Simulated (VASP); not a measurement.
# InSb3 (Fm-3m) in VASP: notebook

One crystal, InSb3, is run at these levels: PBEsol, LDA; tasks: phonons.

Program: VASP 6.6.1. These are calculated values, not measurements. Logs are shortened: lines on timing, memory, paths and dates and some standing lists are left out, and cuts for length are marked.

### Step 1. The structure

It takes space group Fm-3m (No. 225, cubic). Conventional cell: a = 7.589 Å, b = 7.589 Å, c = 7.589 Å, α = 90.00°, β = 90.00°, γ = 90.00°. Around Sb (site symmetry m-3m) lie 8 Sb at 3.29 Å. Around Sb (site symmetry -43m) lie 4 In at 3.29 Å and 4 Sb at 3.29 Å. Around In (site symmetry m-3m) lie 8 Sb at 3.29 Å.

The cell comes from a database or a generator and needn't be the stable form of this composition.

### Step 2. Phonons, PBEsol

Input file POSCAR:

```
InSb3
1.0
    0.0000000000      3.7945550000      3.7945550000
    3.7945550000      0.0000000000      3.7945550000
    3.7945550000      3.7945550000      0.0000000000
Sb In
3 1
Direct
    0.5000000000      0.5000000000      0.5000000000
    0.7500000000      0.7500000000      0.7500000000
    0.2500000000      0.2500000000      0.2500000000
    0.0000000000      0.0000000000      0.0000000000
```

Input file INCAR.step1:

```
SYSTEM = InSb3
PREC     = Accurate       ! precision mode
ENCUT    = 600            ! plane-wave cutoff, eV
EDIFF    = 1E-8           ! SCF threshold, eV
ISMEAR   = 0              ! smearing method
SIGMA    = 0.02           ! smearing width, eV
LREAL    = .False.        ! projectors in reciprocal space
LASPH    = .True.         ! aspherical terms in the spheres
NELM     = 100            ! most SCF steps
ALGO     = Normal         ! electronic algorithm
ISIF     = 3              ! what is computed and relaxed
LWAVE    = .False.        ! write WAVECAR
LCHARG   = .False.        ! write CHGCAR
GGA      = PS             ! functional
IBRION   = 2              ! ionic algorithm
NSW      = 40             ! ionic steps
EDIFFG   = -0.002         ! ionic threshold
KPAR     = 4
```

Input file INCAR.step2:

```
SYSTEM = InSb3
PREC     = Accurate       ! precision mode
ENCUT    = 600            ! plane-wave cutoff, eV
EDIFF    = 1E-8           ! SCF threshold, eV
ISMEAR   = 0              ! smearing method
SIGMA    = 0.02           ! smearing width, eV
LREAL    = .False.        ! projectors in reciprocal space
LASPH    = .True.         ! aspherical terms in the spheres
NELM     = 100            ! most SCF steps
ALGO     = Normal         ! electronic algorithm
ISIF     = 2              ! what is computed and relaxed
LWAVE    = .False.        ! write WAVECAR
LCHARG   = .False.        ! write CHGCAR
GGA      = PS             ! functional
IBRION   = 8              ! ionic algorithm
NSW      = 1              ! ionic steps
LEPSILON = .True.         ! dielectric tensor by DFPT
KPAR     = 4
```

Input file KPOINTS:

```
regular mesh
0
Gamma
  6 6 6
  0 0 0
```

Potentials or basis: VASP PAW PBE potentials, release 64 (Sb, In_d).

The run is started by

```bash
$ cat potpaw_PBE.64/Sb/POTCAR potpaw_PBE.64/In_d/POTCAR > POTCAR
$ cp INCAR.step1 INCAR
$ mpirun -np 4 vasp_std > vasp.out
$ cp CONTCAR POSCAR
$ cp INCAR.step2 INCAR
$ mpirun -np 4 vasp_std > vasp.out
```

OUTCAR:

```text
SYSTEM = InSb3
   PREC = Accurate
   ENCUT = 600
   EDIFF = 1E-8
   ISMEAR = 0
   LREAL = .False.
   LASPH = .True.
   NELM = 100
   ISIF = 2
   GGA = PS
   IBRION = 8
   NSW = 1
   LEPSILON = .True.

 ion  position               nearest neighbor table
   1  0.500  0.500  0.500-   3 3.22   3 3.22   3 3.22   2 3.22   3 3.22   2 3.22   2 3.22   2 3.22
                             4 3.72   4 3.72   4 3.72   4 3.72   4 3.72   4 3.72
   2  0.750  0.750  0.750-   1 3.22   1 3.22   1 3.22   1 3.22   4 3.22   4 3.22   4 3.22   4 3.22
                             3 3.72   3 3.72   3 3.72   3 3.72   3 3.72   3 3.72
   3  0.250  0.250  0.250-   4 3.22   4 3.22   4 3.22   1 3.22   4 3.22   1 3.22   1 3.22   1 3.22
                             2 3.72   2 3.72   2 3.72   2 3.72   2 3.72   2 3.72
   4  0.000  0.000  0.000-   2 3.22   2 3.22   2 3.22   2 3.22   3 3.22   3 3.22   3 3.22   3 3.22
                             1 3.72   1 3.72   1 3.72   1 3.72   1 3.72   1 3.72

  LATTYP: Found a face centered cubic cell.
 ALAT       =     7.4427813204

  Lattice vectors:

 A1 = (   0.0000000000,   3.7213906602,   3.7213906602)
 A2 = (   3.7213906602,   0.0000000000,   3.7213906602)
 A3 = (   3.7213906602,   3.7213906602,   0.0000000000)

Analysis of symmetry for initial positions (statically):
=====================================================================
 Subroutine PRICEL returns:
 Original cell was already a primitive cell.

 Routine SETGRP: Setting up the symmetry group for a
 face centered cubic supercell.

 Subroutine GETGRP returns: Found 48 space group operations
 (whereof 48 operations were pure point group operations)
 out of a pool of 48 trial point group operations.

The static configuration has the point symmetry O_h .

Analysis of symmetry for dynamics (positions and initial velocities):
=====================================================================
 Subroutine PRICEL returns:
 Original cell was already a primitive cell.

 Routine SETGRP: Setting up the symmetry group for a
 face centered cubic supercell.

 Subroutine GETGRP returns: Found 48 space group operations
 (whereof 48 operations were pure point group operations)
 out of a pool of 48 trial point group operations.

The dynamic configuration has the point symmetry O_h .

 Subroutine INISYM returns: Found 48 space group operations
 (whereof 48 operations are pure point group operations),
 and found     1 'primitive' translations

----------------------------------------------------------------------------------------

                                     Primitive cell

  volume of cell :     103.0732

  direct lattice vectors                    reciprocal lattice vectors
     0.000000000  3.721390660  3.721390660    -0.134358375  0.134358375  0.134358375
     3.721390660  0.000000000  3.721390660     0.134358375 -0.134358375  0.134358375
     3.721390660  3.721390660  0.000000000     0.134358375  0.134358375 -0.134358375

  length of vectors
     5.262841143  5.262841143  5.262841143     0.232715531  0.232715531  0.232715531

  position of ions in fractional coordinates (direct lattice)
     0.500000000  0.500000000  0.500000000
     0.750000000  0.750000000  0.750000000
     0.250000000  0.250000000  0.250000000
     0.000000000  0.000000000  0.000000000

  ion indices of the primitive-cell ions
   primitive index   ion index
                 1           1
                 2           2
                 3           3
                 4           4

[... 514 lines left out ...]
     0.00000  0.00000 -0.10588

[... ionic steps 4 to 12 ...]

--------------------------------------- Ionic step       13  -------------------------------------------

 Free energy of the ion-electron system (eV)
  ---------------------------------------------------
  ---------------------------------------------------
  free energy    TOTEN  =        -0.23928956 eV

  energy without entropy =       -0.23928956

------------------------ aborting loop because EDIFF is reached ----------------------------------------

 INTERNAL STRAIN TENSOR  FOR ION    4  DIRECTION 1   (eV/Angst):
 -----------------------------------------------------------------------------
    -0.05311 -0.00000  0.00000
     0.00000  0.03061  0.00000
    -0.00000  0.00000  0.03061

 MACROSCOPIC STATIC DIELECTRIC TENSOR (including local field effects in DFT)
 ------------------------------------------------------
          81.853669     0.000000     0.000000
          -0.000000    81.853669     0.000000
           0.000000    -0.000000    81.853669
 ------------------------------------------------------

 PIEZOELECTRIC TENSOR (including local field effects)  for field in x, y, z        (e  Angst)
          XX          YY          ZZ          XY          YZ          ZX
  --------------------------------------------------------------------------------
  x     0.00000     0.00000     0.00000     0.00000     0.00000     0.00000
  y     0.00000     0.00000     0.00000     0.00000     0.00000     0.00000
  z     0.00000     0.00000     0.00000     0.00000     0.00000     0.00000

 PIEZOELECTRIC TENSOR (including local field effects)  for field in x, y, z        (C/m^2)
          XX          YY          ZZ          XY          YZ          ZX
  --------------------------------------------------------------------------------
  x     0.00000     0.00000     0.00000     0.00000     0.00000     0.00000
  y     0.00000     0.00000     0.00000     0.00000     0.00000     0.00000
  z     0.00000     0.00000     0.00000     0.00000     0.00000     0.00000

 BORN EFFECTIVE CHARGES (including local field effects) (in |e|, cummulative output)
 ---------------------------------------------------------------------------------
 ion    1
    1    -2.34806    -0.00000     0.00000
    2    -0.00000    -2.34806     0.00000
    3     0.00000    -0.00000    -2.34806
 ion    2
    1    -1.72276    -0.00000     0.00000
    2     0.00000    -1.72276     0.00000
    3     0.00000     0.00000    -1.72276
 ion    3
    1    -1.72276     0.00000     0.00000
    2     0.00000    -1.72276     0.00000
    3     0.00000     0.00000    -1.72276
 ion    4
    1     5.79358     0.00000    -0.00000
    2     0.00000     5.79358     0.00000
    3    -0.00000    -0.00000     5.79358

 INTERNAL STRAIN TENSOR FOR ION    4 for displacements in x,y,z  (eV/Angst):
          X           Y           Z          XY          YZ          ZX
  --------------------------------------------------------------------------------
  x     0.00000     0.00000     0.00000     0.00000     0.00000     0.00000
  y     0.00000     0.00000     0.00000     0.00000     0.00000     0.00000
  z     0.00000     0.00000     0.00000     0.00000     0.00000     0.00000

 SECOND DERIVATIVES (NOT SYMMETRIZED)
 ------------------------------------
               1X          1Y          1Z          2X          2Y          2Z          3X          3Y          3Z          4X          4Y          4Z
  1X    -1.129578    0.000000    0.000000    0.144435    0.000000    0.000000    0.144435    0.000000    0.000000    0.840707    0.000000    0.000000
  1Y     0.000000   -1.129578    0.000000    0.000000    0.144435    0.000000    0.000000    0.144435    0.000000    0.000000    0.840707    0.000000
  1Z     0.000000    0.000000   -1.129578    0.000000    0.000000    0.144435    0.000000    0.000000    0.144435    0.000000    0.000000    0.840707
  2X     0.136775    0.000000   -0.000000    1.507988    0.000000    0.000000   -2.390262    0.000000    0.000000    0.745500    0.000000    0.000000
  2Y     0.000000    0.136775    0.000000    0.000000    1.507988    0.000000    0.000000   -2.390262    0.000000    0.000000    0.745500    0.000000
  2Z    -0.000000    0.000000    0.136775    0.000000    0.000000    1.507988    0.000000    0.000000   -2.390262    0.000000    0.000000    0.745500
  3X     0.136775    0.000000   -0.000000   -2.390262    0.000000    0.000000    1.507988    0.000000    0.000000    0.745500    0.000000    0.000000
  3Y     0.000000    0.136775    0.000000    0.000000   -2.390262    0.000000    0.000000    1.507988    0.000000    0.000000    0.745500    0.000000
  3Z    -0.000000    0.000000    0.136775    0.000000    0.000000   -2.390262    0.000000    0.000000    1.507988    0.000000    0.000000    0.745500
  4X     0.855752    0.000000    0.000000    0.753012    0.000000    0.000000    0.753012    0.000000    0.000000   -2.361776    0.000000    0.000000
  4Y     0.000000    0.855752    0.000000    0.000000    0.753012    0.000000    0.000000    0.753012    0.000000    0.000000   -2.361776    0.000000
  4Z     0.000000    0.000000    0.855752    0.000000    0.000000    0.753012    0.000000    0.000000    0.753012    0.000000    0.000000   -2.361776

 Eigenvectors and eigenvalues of the dynamical matrix
 ----------------------------------------------------

   1 f  =    2.568397 THz    16.137716 2PiTHz   85.672511 cm-1    10.622033 meV
             X         Y         Z           dx          dy          dz
      3.721391  3.721391  3.721391     0.319315    0.002372   -0.000070
      5.582086  5.582086  5.582086     0.261370    0.001941   -0.000057
      1.860695  1.860695  1.860695     0.261370    0.001941   -0.000057
      0.000000  0.000000  0.000000    -0.872556   -0.006480    0.000192
[... 71 lines left out ...]
  12 f/i=    2.797377 THz    17.576441 2PiTHz   93.310467 cm-1    11.569018 meV
             X         Y         Z           dx          dy          dz
      3.721391  3.721391  3.721391    -0.000000   -0.000000   -0.000000
      5.582086  5.582086  5.582086    -0.703509    0.071091   -0.004654
      1.860695  1.860695  1.860695     0.703509   -0.071091    0.004654
      0.000000  0.000000  0.000000    -0.000000    0.000000    0.000000

--------------------------------------------------------------------------------------------------------

 MACROSCOPIC STATIC DIELECTRIC TENSOR IONIC CONTRIBUTION
 ------------------------------------------------------
          25.164632    -0.000000     0.000000
          -0.000000    25.164632    -0.000000
           0.000000    -0.000000    25.164632
 ------------------------------------------------------

 ELASTIC MODULI CONTR FROM IONIC RELAXATION (kBar)
 Direction    XX          YY          ZZ          XY          YZ          ZX
 --------------------------------------------------------------------------------
 XX          -0.0000     -0.0000     -0.0000     -0.0000     -0.0000      0.0000
 YY           0.0000     -0.0000     -0.0000     -0.0000      0.0000      0.0000
 ZZ           0.0000      0.0000      0.0000      0.0000      0.0000      0.0000
 XY          -0.0000     -0.0000      0.0000      0.0000      0.0000     -0.0000
 YZ          -0.0000      0.0000      0.0000     -0.0000     -0.0000      0.0000
 ZX           0.0000     -0.0000      0.0000     -0.0000     -0.0000      0.0000
 --------------------------------------------------------------------------------

 PIEZOELECTRIC TENSOR IONIC CONTR  for field in x, y, z        (C/m^2)
          XX          YY          ZZ          XY          YZ          ZX
  --------------------------------------------------------------------------------
  x    -0.00000    -0.00000     0.00000     0.00000    -0.00000    -0.00000
  y    -0.00000    -0.00000     0.00000     0.00000     0.00000    -0.00000
  z     0.00000     0.00000     0.00000     0.00000    -0.00000    -0.00000
```

It took 8.3 min on 4 MPI ranks of Intel Xeon Platinum 8488C (Sapphire Rapids), shared host; peak memory 0.61 GiB.

Results:

```
Relaxed volume                                          : 25.77 Å³/atom
Relaxed cell                                            : a = 5.263 Å, b = 5.263 Å, c = 5.263 Å, α = 60.00°, β = 60.00°, γ = 60.00°
Space group after relaxing (to 0.05 Å)                  : Fm-3m (No. 225)
Electronic dielectric tensor (diagonal)                 : 81.85
Born charges (mean of the diagonal)                     : Sb -2.35, -1.72; In +5.79 e
Highest phonon frequency at Γ, LO-TO splitting left out : 86 cm⁻¹
Most unstable mode                                      : 93i cm⁻¹
```

The path:
| step | energy change (eV) | largest force (eV/Å) | pressure (GPa) | volume (Å³) |
| --- | --- | --- | --- | --- |
| 1 | 0.0000 | 0.0000 | -3.17 | 109.27 |
| 2 | -0.0587 | 0.0000 | 1.38 | 100.94 |
| 3 | -0.0676 | 0.0000 | 0.05 | 102.97 |
| 4 | -0.0676 | 0.0000 | -0.02 | 103.09 |
| 5 | -0.0676 | 0.0000 | -0.02 | 103.09 |
| 6 | -0.0676 | 0.0000 | -0.02 | 103.09 |
| 7 | -0.0676 | 0.0000 | -0.02 | 103.09 |
| 8 | -0.0676 | 0.0000 | -0.02 | 103.09 |
| 9 | -0.0676 | 0.0000 | -0.02 | 103.09 |
| 10 | -0.0676 | 0.0000 | -0.02 | 103.09 |
| 11 | -0.0676 | 0.0000 | -0.02 | 103.09 |
| 12 | -0.0676 | 0.0000 | -0.02 | 103.09 |
| 13 | -0.0676 | 0.0000 | -0.02 | 103.09 |
| 14 | -0.0676 | 0.0000 | -0.02 | 103.09 |
| 15 | -0.0676 | 0.0000 | -0.02 | 103.09 |
| 16 | -0.0676 | 0.0000 | -0.02 | 103.08 |
| 17 | -0.0676 | 0.0000 | -0.01 | 103.07 |

Final structure:
```
Sb In
1.0
     0.00000    3.72139    3.72139
     3.72139    0.00000    3.72139
     3.72139    3.72139    0.00000
Sb In
3 1
Direct
  0.50000 0.50000 0.50000
  0.75000 0.75000 0.75000
  0.25000 0.25000 0.25000
  0.00000 0.00000 0.00000
```

Phonon frequencies in cm⁻¹ (negative: imaginary):
| q point | frequencies |
| --- | --- |
| (0.000, 0.000, 0.000) | -93 -93 -93 0 0 0 52 52 52 86 86 86 |

Electronic dielectric tensor:
```
81.85  0.00  0.00
 0.00 81.85  0.00
 0.00  0.00 81.85
```

Born effective charge tensors (e):
atom 1, Sb
```
-2.35  0.00  0.00
 0.00 -2.35  0.00
 0.00  0.00 -2.35
```
atom 2, Sb
```
-1.72  0.00  0.00
 0.00 -1.72  0.00
 0.00  0.00 -1.72
```
atom 3, Sb
```
-1.72  0.00  0.00
 0.00 -1.72  0.00
 0.00  0.00 -1.72
```
atom 4, In
```
5.79 0.00 0.00
0.00 5.79 0.00
0.00 0.00 5.79
```

Caveat: some modes are imaginary; the PAW data sets were made with another functional, which shifts forces and pressure a little. The run has no spin-orbit coupling, so splittings on Sb are missing.

(Continued in part 2 of 2.)
